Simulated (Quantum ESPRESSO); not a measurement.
Crystal: TiTe2.

```
CELL_PARAMETERS angstrom
3.77700 0.00000 0.00000
-1.88850 3.27098 0.00000
0.00000 0.00000 6.49800
ATOMIC_POSITIONS crystal
Te 0.33333 0.66667 0.73720
Te 0.66667 0.33333 0.26280
Ti 0.00000 0.00000 0.00000
```

Base run:

- Program: Quantum ESPRESSO 7.5
- Functional: PBE
- Potentials or basis: SSSP 1.3 efficiency PBE
- Cutoff: 748 eV
- Density cutoff: 5987 eV
- k mesh: 8 × 8 × 4
- Occupations: fermi-dirac, width 0.05 eV
- Spin: no spin polarisation

Its results: band gap on the k mesh none (metal or under the smearing width); pressure 1.0 GPa; largest force 0.030 eV/Å.

Question: After a change of settings the same cell gave: band gap on the k mesh none (metal or under the smearing width); pressure -4.0 GPa; largest force 0.281 eV/Å. Which change was it?
A. functional from PBE to PBEsol; potentials or basis from SSSP 1.3 efficiency PBE to PseudoDojo 0.4.1 SR PBEsol standard; cutoff from 748 eV to 1143 eV; density cutoff from 5987 eV to 4572 eV; valence electrons from 24 to 44
B. potentials or basis from SSSP 1.3 efficiency PBE to SG15 PBE 1.2; cutoff from 748 eV to 952 eV; density cutoff from 5987 eV to 3810 eV; k mesh from 8 × 8 × 4 to 3 × 3 × 2; valence electrons from 24 to 44
C. functional from PBE to PBEsol; potentials or basis from SSSP 1.3 efficiency PBE to GBRV 1.5 PBEsol; cutoff from 748 eV to 612 eV; density cutoff from 5987 eV to 4898 eV
D. functional from PBE to LDA; potentials or basis from SSSP 1.3 efficiency PBE to GBRV 1.5 LDA; cutoff from 748 eV to 612 eV; density cutoff from 5987 eV to 4898 eV

Answer: D.

Caveats: this functional lacks dispersion, which binds the layers, so the pressure and a relaxed spacing across them are unreliable (some runs).

Not every run made on this cell is shown here.
